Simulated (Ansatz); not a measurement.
Crystal: PtSe2 (Sudovikovite).

```
Pt Se
1.0
     3.72400    0.00000    0.00000
    -1.86200    3.22508    0.00000
     0.00000    0.00000    5.06200
Pt Se
1 2
Direct
  0.00000 0.00000 0.00000
  0.66667 0.33333 0.75000
  0.33333 0.66667 0.25000
```

Base run:

```yaml
Program: Ansatz 0.2.0
Functional: RPBE
Potentials_or_basis: Ansatz PAW
Cutoff: "420 eV (not typed: the program's choice for these potentials)"
k_mesh: 8 × 8 × 5
Occupations: fermi-dirac, width 0.05 eV
Spin: no spin polarisation
```

Its results: band gap on the k mesh none (metal or under the smearing width); pressure 9.8 GPa; largest force 0.641 eV/Å.

Q: After a change of settings the same cell gave: band gap on the k mesh none (metal or under the smearing width); pressure 0.4 GPa; largest force 0.422 eV/Å. Which change was it?
A. functional from RPBE to PBE; hubbard terms from none to Pt d U = 6 eV; hubbard projectors from none to ortho-atomic (the default)
B. functional from RPBE to PBE; potentials or basis from Ansatz PAW to PseudoDojo standard (PBE files); cutoff from 420 eV (not typed: the program's choice for these potentials) to 1170 eV
C. functional from RPBE to LDA; hubbard terms from none to Pt d U = 8 eV; hubbard projectors from none to ortho-atomic (the default)
D. functional from RPBE to PBE; k mesh from 8 × 8 × 5 to 3 × 3 × 2

A: C.

Caveats: spin-orbit coupling is left out, which moves the levels of the heavy elements; the PAW data sets come from PBE, with cores solved anew for the run's functional, which leaves a small shift of forces and pressure; U without spin polarisation on a metal has little footing (some runs).
